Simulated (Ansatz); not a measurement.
# Bi (Im-3m) in Ansatz: a series of runs

The runs below take Bi through electron localisation function, atomic charges, relaxation of cell and atoms, with PBE+D3(BJ), LDA+D3(BJ), PBE.

Everything below comes from runs of Ansatz 0.2.0. Logs are shortened: lines on timing, memory, paths and dates and some standing lists are left out, and cuts for length are marked.

### 1 Starting point

It takes space group Im-3m (No. 229, cubic). Conventional cell: a = 3.963 Å, b = 3.963 Å, c = 3.963 Å, α = 90.00°, β = 90.00°, γ = 90.00°. Bi (site symmetry m-3m) is surrounded by 8 Bi at 3.43 Å.

This isn't the form of Bi at room conditions, which is rhombohedral.

### 2 Electron localisation function, PBE+D3(BJ), spin-orbit coupling, no magnetisation

Input file input.yaml:

```yaml
crystal:
  lattice: { a: 3.96286106, b: 3.96286106, c: 3.96286106, alpha: 90.0, beta: 90.0, gamma: 90.0 }
  space_group: 229
  reduce_to_primitive: true
  atoms:
    - { symbol: Bi, wyckoff: "2a", position: [0.0, 0.0, 0.0] }
hamiltonian:
  xc: pbe
  pseudopotentials: { kind: paw_fr }
  dispersion: d3bj
magnetization:
  noncollinear: true
  spin_orbit: true
kpoints:
  mp_grid: { grid: [9, 9, 9] }
scf:
  occupations: { method: cold, width: 0.1 }
output:
  forces: true
  stress: true
  eigenvalues: true
  write_density: true
  write_potential: true
  elf: true
  volumetric_format: npy
```

Potentials or basis: Ansatz PAW.

Launch:

```sh
$ ansatz run input.yaml --threads 1 --pin off --max-ram 2560MiB --backend cpu --events-out ev --progress --plain --runs-dir out
```

The log of the run:

```text
Warning: RAYON_NUM_THREADS=1 ignored (pool sized by the plan → 1); use --threads N
crystal.space_group: 229 is read as Im-3m: the typed cell holds Bi2 (Bi 2a). Least distances (Å): Bi–Bi 3.432
Engine: ansatz 0.2.0, x86_64-unknown-linux-gnu
Pseudopotentials: kind: paw_fr
Pseudopotential: Bi, paw_fr, valence charge 15, recommended cutoff 420 eV (normal), Bi.paw.azcp#standard-fr
Functional definition: PBE
  parameter kappa = 0.804
  parameter beta = 0.06672455060314922
  exchange = pbe_x(kappa = kappa, mu = beta*pi^2/3)
  correlation = pbe_c(beta = beta)
non-collinear run that drives no moment, with spin-orbit: no starting moment large enough to seed its density (crystal.atoms[].spin), no starting occupations that ask for one, no magnetisation constraint and no magnetic field, so the semilocal B_xc is pinned to zero
Crystal: 1 atoms, lattice volume = 31.117 Å³
Basis set: ecut = 420 eV, 603 PW (Γ), exchange–correlation on 48×48×48 points (8 copies of the dense FFT grid, shifted against one another)
Bands: 24, of which v1, the nominal top of the filled ones, is band 15 counted from 1 (14 counted from 0)
Symmetry: 48 space group operations + 48 with time reversal
Magnetic group: BNS 229.141 (UNI 1643), of the structure as read, at distance tolerance 3.1e-5 Å
k-points: 35 of 729
Projection manifold: j_resolved (fully-relativistic pseudo-atomic orbitals)
Non-local potential: Bi, projectors of the file, l = 0: 2, l = 1: 4, l = 2: 4, l = 3: 4
PAW form: soft (Blöchl's): semilocal exchange-correlation on the pseudo side does not see the compensation charge
PAW one-centre angular grid: Bi, 590 points (default); XC on 96 Gauss nodes
Initial density: superposition of atomic densities (chi_scale 0.1, normalization cell)
Initial wavefunctions: pseudopotential atomic-orbital guess
Functional: x = pbe(κ = 0.804, μ = 0.2195149727645171), c = pbe(β = 0.06672455060314922)
SCF iter   1: F=—  HF=-12438.808618 eV  |F-HF|=—  |Δ(HF+E_count)|=         —  Δρ=4.24e-3  dr2=5.16e-3  dr2_m=0.00e0 (ungated)  ethr=3.10e-3  |M|=0.00e0 ∫|m|=0.00e0 μB  |m|>n=0.0e0 m-floor=0.0e0 τ_xc=0.0e0  β_m=0.30  ⟨swp⟩=8.0  Hψ=2508  notcnv=0  defer=42
preconditioner: auto → none  [insulator: Δε(μ)=0.311 eV  Ē_g=23.891 eV  σ=0.100 eV  W_gap=0.63  n_scr=12 (ndim 8)  ℏωp=25.8 eV  f_vac=0.000  D(μ)=0.57/eV (n_scr^D=0)  ε∞_Penn≈2.2]
SCF iter   2: F=—  HF=-12438.809138 eV  |F-HF|=—  |Δ(HF+E_count)|=   5.20e-4  S|Δr|=    0.00e0  Δρ=3.14e-3  dr2=3.07e-3  dr2_m=0.00e0 (ungated)  ethr=3.44e-5  |M|=0.00e0 ∫|m|=0.00e0 μB  |m|>n=0.0e0 m-floor=0.0e0 τ_xc=0.0e0  β_m=0.65  ⟨swp⟩=1.8  Hψ=606  notcnv=0  defer=52
SCF iter   3: F=—  HF=-12438.811633 eV  |F-HF|=—  |Δ(HF+E_count)|=   2.50e-3  S|Δr|=    0.00e0  Δρ=2.75e-3  dr2=2.92e-3  dr2_m=0.00e0 (ungated)  ethr=2.05e-5  |M|=0.00e0 ∫|m|=0.00e0 μB  |m|>n=0.0e0 m-floor=0.0e0 τ_xc=0.0e0  β_m=0.43  ⟨swp⟩=2.0  Hψ=616  notcnv=0  defer=52
SCF iter   4: F=—  HF=-12438.810618 eV  |F-HF|=—  |Δ(HF+E_count)|=   1.02e-3  S|Δr|=    0.00e0  Δρ=1.67e-3  dr2=1.05e-3  dr2_m=0.00e0 (ungated)  ethr=1.95e-5  |M|=0.00e0 ∫|m|=0.00e0 μB  |m|>n=0.0e0 m-floor=0.0e0 τ_xc=0.0e0  β_m=0.72  ⟨swp⟩=2.0  Hψ=562  notcnv=0  defer=52
SCF iter   5: F=—  HF=-12438.810062 eV  |F-HF|=—  |Δ(HF+E_count)|=   5.55e-4  S|Δr|=    0.00e0  Δρ=1.35e-4  dr2=5.59e-6  dr2_m=0.00e0 (ungated)  ethr=6.99e-6  |M|=0.00e0 ∫|m|=0.00e0 μB  |m|>n=0.0e0 m-floor=0.0e0 τ_xc=0.0e0  β_m=0.86  ⟨swp⟩=2.0  Hψ=612  notcnv=0  defer=52
SCF iter   6: F=—  HF=-12438.810060 eV  |F-HF|=—  |Δ(HF+E_count)|=   2.67e-6  S|Δr|=    0.00e0  Δρ=3.18e-5  dr2=4.07e-7  dr2_m=0.00e0 (ungated)  ethr=3.73e-8  |M|=0.00e0 ∫|m|=0.00e0 μB  |m|>n=0.0e0 m-floor=0.0e0 τ_xc=0.0e0  β_m=0.93  ⟨swp⟩=2.0  Hψ=612  notcnv=0  defer=52
SCF iter   7: F=-12438.810060 eV  HF=-12438.810060 eV  |F-HF|=1.80e-8  |Δ(HF+E_count)|=   1.64e-7  S|Δr|=    0.00e0  Δρ=6.84e-6  dr2=1.94e-8  dr2_m=0.00e0 (ungated)  ethr=6.67e-10  |M|=0.00e0 ∫|m|=0.00e0 μB  |m|>n=0.0e0 m-floor=0.0e0 τ_xc=0.0e0  ⟨swp⟩=14.4  Hψ=3382  notcnv=0
SCF 1 converged in 7 iterations: F = -12438.810060 eV  dr2 = 1.94e-8
SCF converged after 7 iterations
Stability not checked: this state was not tested for a lower state beside it, because cold or Methfessel-Paxton smearing, or corrected tetrahedra, fill the levels in a way that the test cannot read (fill_not_monotonic; see scf.lower_state_search)
Magnetization: |M| = 0.0000 μB,  M = (+0.0000, +0.0000, +0.0000) μB
Absolute magnetization: 0.0000 μB (∫|m|)
  site 0: m = (+0.0000, +0.0000, +0.0000) μB, |m| = 0.0000 μB  (R = 1.42 Å)
Free energy (F): -12438.810060 eV
Harris-Foulkes:  -12438.810060 eV  (|F-HF|=1.80e-8)
Internal energy: -12438.809810 eV  (E = F + TS)
E sigma→0 (E₀):  -12438.809976 eV
Entropy (-TS):   -0.000250 eV (-0.250 meV/atom)
Fermi energy:    11.521986 eV
--- Per-component energies (eV) ---
  E_band       = -79.894258
  E_kinetic    = 303.984401
  E_local      = -1402.871370  (includes V_loc(G=0)·N_el)
  E_nonlocal   = 560.883642
  E_hartree    = 445.217396
  E_xc         = -152.008349
  E_vxc        = -144.933117  (∫ρ·V_xc dr)
  E_paw        = -10705.842495  (= ΣΔE_a)
  E_vpaw       = -287.398129  (= ΣTr[D̂ρ^β])
  E_aug_tail   = -0.000377  (compensation charges beyond the density's cutoff)
  E_ewald      = -1487.665844
  E_disp       = -0.506813  (pairwise vdW)
  E_smearing   = -0.000250  (= −TS)
  E_closure    = 0.000000  (closes the sum)
  Σ components = -12438.810060   (vs F -12438.810060, Δ=0.00e0)
--- Forces (eV/Å), atoms counted from 1 ---
  atom   1  Bi     0.00000000    -0.00000000     0.00000000
  max |Σ_I F_I| component: 3.94e-31 eV/Å
--- Stress (GPa, compression-positive) ---
       -0.342470      -0.000000       0.000000
       -0.000000      -0.342470       0.000000
       -0.000000       0.000000      -0.342470
  P = ⅓ Tr σ = -0.3425 GPa (-3.425 kbar)
--- Band table (eV; the first three rows and the last of 35) ---
  k-point 0: bands = ["-12.7631", "-12.7631", "-12.7631", "-12.7631", "-9.8460", "-9.8460", "-9.7547", "-9.7547", "-9.7547", "-9.7547", "-1.6652", "-1.6652", "14.1549", "14.1549", "17.9997", "17.9997", "17.9997", "17.9997", "21.0041", "21.0041", "22.2337", "22.2337", "22.2372", "22.2372"]
  k-point 1: bands = ["-12.7619", "-12.7619", "-12.7566", "-12.7566", "-9.8358", "-9.8358", "-9.7593", "-9.7593", "-9.7464", "-9.7464", "-1.4405", "-1.4405", "13.4074", "13.4074", "16.3263", "16.3263", "17.5194", "17.5194", "20.5925", "20.5925", "21.3384", "21.3384", "21.9743", "21.9743"]
  k-point 2: bands = ["-12.7589", "-12.7589", "-12.7407", "-12.7407", "-9.8151", "-9.8151", "-9.7676", "-9.7676", "-9.7227", "-9.7227", "-0.7816", "-0.7816", "11.2263", "11.2263", "14.5822", "14.5822", "16.6443", "16.6443", "19.1542", "19.1542", "20.3739", "20.3739", "22.1159", "22.1159"]
  k-point 34: bands = ["-12.7147", "-12.7147", "-12.7136", "-12.7136", "-9.7641", "-9.7641", "-9.7617", "-9.7617", "-9.6308", "-9.6308", "3.3463", "3.3463", "8.5118", "8.5118", "10.4588", "10.4588", "10.7004", "10.7004", "15.4044", "15.4044", "16.0209", "16.0209", "26.8253", "26.8253"]
```

rho_z.tsv:

```text
# z_ang	rho[e/angstrom^3]	m_x[e/angstrom^3]	m_y[e/angstrom^3]	m_z[e/angstrom^3]	m_norm[e/angstrom^3]
# format = ansatz-planar-average/11
# lattice	-1.981430530	1.981430530	1.981430530
# lattice	1.981430530	-1.981430530	1.981430530
# lattice	1.981430530	1.981430530	-1.981430530
# sites	1
# site	83	0.000000000	0.000000000	0.000000000
0.000000	1.063104e0	0.000000e0	0.000000e0	0.000000e0	0.000000e0
0.142997	1.032039e0	0.000000e0	0.000000e0	0.000000e0	0.000000e0
0.285995	9.449228e-1	0.000000e0	0.000000e0	0.000000e0	0.000000e0
0.428992	8.154158e-1	0.000000e0	0.000000e0	0.000000e0	0.000000e0
0.571990	6.611041e-1	0.000000e0	0.000000e0	0.000000e0	0.000000e0
0.714987	5.029831e-1	0.000000e0	0.000000e0	0.000000e0	0.000000e0
[... 16 lines left out ...]
3.145943	9.449228e-1	0.000000e0	0.000000e0	0.000000e0	0.000000e0
3.288941	1.032039e0	0.000000e0	0.000000e0	0.000000e0	0.000000e0
```

v_z.tsv:

```text
# z_ang	v_es[eV]	v_tot[eV]	b_x[eV]	b_y[eV]	b_z[eV]
# format = ansatz-planar-average/11
# xc	pbe
# density_cutoff_ev	1680
# datasets	Bi=:simpson_from_first_knot:soft
# lattice	-1.981430530	1.981430530	1.981430530
# lattice	1.981430530	-1.981430530	1.981430530
# lattice	1.981430530	1.981430530	-1.981430530
# sites	1
# site	83	0.000000000	0.000000000	0.000000000
0.000000	-5.893839e0	-1.813581e1	0.000000e0	0.000000e0	0.000000e0
0.142997	-5.480484e0	-1.764866e1	0.000000e0	0.000000e0	0.000000e0
0.285995	-4.243123e0	-1.620332e1	0.000000e0	0.000000e0	0.000000e0
0.428992	-2.231316e0	-1.386763e1	0.000000e0	0.000000e0	0.000000e0
0.571990	3.914973e-1	-1.081252e1	0.000000e0	0.000000e0	0.000000e0
0.714987	3.310818e0	-7.359725e0	0.000000e0	0.000000e0	0.000000e0
[... 16 lines left out ...]
3.145943	-4.243123e0	-1.620332e1	0.000000e0	0.000000e0	0.000000e0
3.288941	-5.480484e0	-1.764866e1	0.000000e0	0.000000e0	0.000000e0
```

Wall time 5.5 s (1 thread of Intel Xeon Platinum 8375C at 2.90GHz (Ice Lake), shared host); peak memory 0.42 GiB.

Results:

* Free energy: -12438.8101 eV
* Pressure: -0.3 GPa
* Band gap on the k mesh: none (metal or under the smearing width)

Caveat: pairwise dispersion overbinds metals, which lowers pressure and volume.

### 3 Atomic charges, LDA+D3(BJ) (cell strained at random at fixed volume)

Input file input.yaml:

```yaml
crystal:
  lattice:
    - [-1.970971, 2.011342, 1.965561]
    - [1.963049, -1.979331, 1.925628]
    - [2.008229, 2.016589, -1.93355]
  atoms:
    - { symbol: Bi, position: [0.0, 0.0, 0.0] }
hamiltonian:
  xc: lda
  pseudopotentials: { kind: paw, xc_functional: lda, accuracy: standard }
  dispersion: d3bj
kpoints:
  mp_grid: { grid: [9, 9, 9] }
scf:
  occupations: { method: gaussian, width: 0.15 }
  convergence: { dr2_threshold: 1.0e-08 }
output:
  forces: true
  stress: true
  eigenvalues: true
  bader: true
  populations: true
basis:
  xc_grid: 2
```

Potentials or basis: JTH PAW LDA.

Launch:

```sh
$ ansatz run input.yaml --threads 1 --pin off --max-ram 2560MiB --backend cpu --events-out ev --progress --plain --runs-dir out
```

It took 59 s on 1 thread of Intel Xeon Platinum 8375C at 2.90GHz (Ice Lake), shared host; peak memory 1.3 GiB.

The run converged. Its results:

| Item | Value |
| --- | --- |
| Free energy | -12022.1709 eV |
| Pressure | -5.8 GPa |
| Band gap on the k mesh | none (metal or under the smearing width) |

Stress tensor (GPa, compression positive):
```
-5.67 -0.43  0.16
-0.43 -6.39 -0.35
 0.16 -0.35 -5.38
```

Levels at points of the mesh, in eV from the Fermi level:
```tsv
k point	band 3	band 4	band 5	band 6	band 7	band 8	band 9	band 10	band 11	band 12
(0.00, 0.00, 0.00)	-22.93	-22.82	-22.81	-13.61	4.76	4.99	5.20	9.04	10.39	10.63
```

Caveat: spin-orbit coupling is left out, which moves the levels of the heavy elements; pairwise dispersion overbinds metals, which lowers pressure and volume; the dispersion damping was fitted for another functional or another form of the correction; the thresholds are loose for stress.

### 4 Relaxation of cell and atoms, PBE, spin-orbit coupling, no magnetisation

Input file input.yaml:

```yaml
crystal:
  lattice:
    - [-1.9814305318, 1.9814305318, 1.9814305318]
    - [1.9814305318, -1.9814305318, 1.9814305318]
    - [1.9814305318, 1.9814305318, -1.9814305318]
  atoms:
    - { symbol: Bi, position: [0.0, 0.0, 0.0] }
hamiltonian:
  xc: pbe
  pseudopotentials: { kind: paw_fr }
kpoints:
  mp_grid: { grid: [9, 9, 9] }
scf:
  occupations: { method: fermi_dirac, width: 0.05 }
output:
  forces: true
  stress: true
  write_density: true
  write_potential: true
  elf: true
  volumetric_format: npy
relax:
  f_tol: 0.01
  max_steps: 40
  cell: { stress_tol: 0.05 }
magnetization:
  noncollinear: true
  spin_orbit: true
```

Potentials or basis: Ansatz PAW.

Launch:

```sh
$ ansatz run input.yaml --threads 1 --pin off --max-ram 2560MiB --backend cpu --events-out ev --progress --plain --runs-dir out
```

It took 11 s on 1 thread of Intel Xeon Platinum 8375C at 2.90GHz (Ice Lake), shared host; peak memory 0.44 GiB.

It converged, with:

```yaml
Free_energy: -12438.3146 eV
Relaxed_volume: 32.54 Å³/atom
Relaxed_cell: a = 3.483 Å, b = 3.483 Å, c = 3.483 Å, α = 109.47°, β = 109.47°, γ = 109.47°
Space_group_after_relaxing_to_0.05_Å: Im-3m (No. 229)
Energy_gained_by_relaxing: 9.4 meV/atom
Ionic_steps: 4
Pressure_after_relaxing: 0.0 GPa
Band_gap_on_the_k_mesh: none (metal or under the smearing width)
```

The path:
| step | energy change (eV) | largest force (eV/Å) | volume (Å³) |
| --- | --- | --- | --- |
| 1 | 0.0000 | 0.0000 | 31.12 |
| 2 | -0.0089 | 0.0000 | 32.72 |
| 3 | -0.0091 | 0.0000 | 32.54 |
| 4 | -0.0094 | 0.0000 | 32.54 |

Final structure:
```
CELL_PARAMETERS angstrom
-2.01120 2.01120 2.01120
2.01120 -2.01120 2.01120
2.01120 2.01120 -2.01120
ATOMIC_POSITIONS crystal
Bi 0.00000 0.00000 0.00000
```

Levels at points of the mesh, in eV from the Fermi level:
```
           k point  band 12  band 13  band 14  band 15  band 16  band 17
(0.00, 0.00, 0.00)   -12.91     2.36     2.36     6.11     6.11     6.11
```

Caveat: the plane-wave basis is chosen anew once the cell has moved, so the energies of steps on either side of that aren't comparable.

### 5 Summary

| task | level | potentials or basis | spin | cell | cutoff (eV) | smearing | other keys | gap on the mesh (eV) | pressure (GPa) |
| --- | --- | --- | --- | --- | --- | --- | --- | --- | --- |
| electron localisation function | PBE+D3(BJ) | Ansatz PAW | SOC, no magnetisation | as given | 420 | cold 0.1 eV | - | none | -0.3 |
| atomic charges | LDA+D3(BJ) | JTH PAW LDA | off | cell strained at random at fixed volume | 1800 | gaussian 0.15 eV | scf.convergence.dr2_threshold = 1e-08; basis.xc_grid = 2 | none | -5.8 |
| relaxation of cell and atoms | PBE | Ansatz PAW | SOC, no magnetisation | relaxed | 420 | fermi-dirac 0.05 eV | hamiltonian.pseudopotentials = kind paw_fr; … | none | 0.0 |

Alike in all rows: k mesh 9 × 9 × 9.

Caveats: pairwise dispersion overbinds metals, which lowers pressure and volume (some runs); spin-orbit coupling is left out, which moves the levels of the heavy elements (some runs); the dispersion damping was fitted for another functional or another form of the correction (some runs); the thresholds are loose for stress (some runs); the plane-wave basis is chosen anew once the cell has moved, so the energies of steps on either side of that aren't comparable (some runs).

Total energies depend on the potentials used, so only differences within one code and one set of settings carry meaning.
